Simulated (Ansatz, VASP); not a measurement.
# Two plane-wave programs on SnO

```xyz
4
Lattice="4.0306 0.0000 0.0000 0.0000 4.0306 0.0000 0.0000 0.0000 4.4691" Properties=species:S:1:pos:R:3 pbc="T T T"
Sn    0.0000    2.0153    1.0983
Sn    2.0153    0.0000    3.3708
O     0.0000    0.0000    0.0000
O     2.0153    2.0153    0.0000
```

Alike in both runs: task single point; functional LDA; k mesh 10 × 10 × 8; occupations gaussian, width 0.15 eV; no spin polarisation.

|  | VASP | Ansatz |
| --- | --- | --- |
| version | VASP 6.6.1 | Ansatz 0.2.0 |
| potentials or method | VASP PAW LDA potentials, release 64 (Sn_d, O) | scalar-relativistic, plane waves, PAW |
| plane-wave cutoff (eV) | 520 | 520 |
| valence electrons in the cell | 40 | 40 |

VASP gave:

| Item | Value |
| --- | --- |
| gap on the k mesh at the Fermi level (eV) | 0.60 |
| least direct gap on the mesh (eV) | 1.63 |
| pressure (GPa) | -9.1 |
| largest component of the traceless stress (GPa) | 5.80 |
| rms of the force components (eV/Å) | 0.256 |

Q: Which values does Ansatz return?

A: gap on the k mesh at the Fermi level (eV): 0.62; least direct gap on the mesh (eV): 1.66; pressure (GPa): -9.3; largest component of the traceless stress (GPa): 5.82; rms of the force components (eV/Å): 0.291.

Atom by atom the forces differ by 0.035 eV/Å (rms over components).

Caveats: spin-orbit coupling is left out, which moves the levels of the heavy elements. A k mesh can miss the band edges. A hybrid or GW would open this gap; LDA tends to underestimate it.
